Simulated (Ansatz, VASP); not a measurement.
# One calculation of SiC, two programs

INCAR

```
PREC     = Accurate       # precision mode
ENCUT    = 520            # plane-wave cutoff, eV
EDIFF    = 1E-7           # SCF threshold, eV
ISMEAR   = 0              # smearing method
SIGMA    = 0.05           # smearing width, eV
LREAL    = False          # projectors in reciprocal space
LASPH    = True           # aspherical terms in the spheres
NELM     = 60             # most SCF steps
ALGO     = Normal         # electronic algorithm
ISIF     = 2              # what is computed and relaxed
LWAVE    = False          # write WAVECAR
LCHARG   = False          # write CHGCAR
GGA      = CA             # functional
NBANDS   = 16             # bands
```

Contents of KPOINTS:

```
regular mesh
0
Gamma
  12 12 6
```

The input POSCAR:

```
SiC
1.0
    3.1125233865      0.0000000000      0.0000000000
   -1.5562616933      2.6955243226      0.0000000000
    0.0000000000      0.0000000000      4.8362388379
Si C
2 2
Direct
    0.3333333333      0.6666666667      0.0046041256
    0.6666666667      0.3333333333      0.5046041256
    0.3333333333      0.6666666667      0.3355409659
    0.6666666667      0.3333333333      0.8355409659
```

Input for Ansatz:

```yaml
crystal:
  lattice:
    - [3.1125233865, 0.0, 0.0]
    - [-1.5562616933, 2.6955243226, 0.0]
    - [0.0, 0.0, 4.8362388379]
  atoms:
    - { symbol: Si, position: [0.3333333333, 0.6666666667, 0.0046041256] }
    - { symbol: Si, position: [0.6666666667, 0.3333333333, 0.5046041256] }
    - { symbol: C, position: [0.3333333333, 0.6666666667, 0.3355409659] }
    - { symbol: C, position: [0.6666666667, 0.3333333333, 0.8355409659] }
basis:
  ecutwfc: 520.0
kpoints:
  mp_grid: { grid: [12, 12, 6] }
hamiltonian:
  xc: lda
  pseudopotentials: { kind: paw, azcp: { folder: soft_1 } }
scf:
  occupations: { method: gaussian, width: 0.05 }
output:
  forces: true
  stress: true
  eigenvalues: true
  write_density: true
  write_potential: true
  elf: true
  volumetric_format: npy
```

Alike in both runs: task single point; functional LDA; k mesh 12 × 12 × 6; occupations gaussian, width 0.05 eV; no spin polarisation.

|  | VASP | Ansatz |
| --- | --- | --- |
| version | VASP 6.6.1 | Ansatz 0.2.0 |
| potentials or method | VASP PAW LDA potentials, release 64 (Si, C) | scalar-relativistic, plane waves, PAW |
| plane-wave cutoff (eV) | 520 | 520 |
| valence electrons in the cell | 16 | 16 |

```csv
,VASP,Ansatz,Ansatz less VASP
gap on the k mesh at the Fermi level (eV),1.09,1.10,+0.010
least direct gap on the mesh (eV),3.08,3.09,+0.014
pressure (GPa),16.5,16.3,-0.24
largest component of the traceless stress (GPa),65.79,65.82,+0.026
rms of the force components (eV/Å),5.010,5.022,+0.0120
```

Atom by atom the forces differ by 0.012 eV/Å (rms over components). Ansatz warned: «pseudo_functional_mismatch».

Caveats: so large a pressure means that the cell lies far from this level's equilibrium, or that cutoff or potentials fall short (VASP); forces of over 1 eV/Å show positions far from the minimum, so gaps and moduli don't describe the material at rest. A k mesh can miss the band edges.
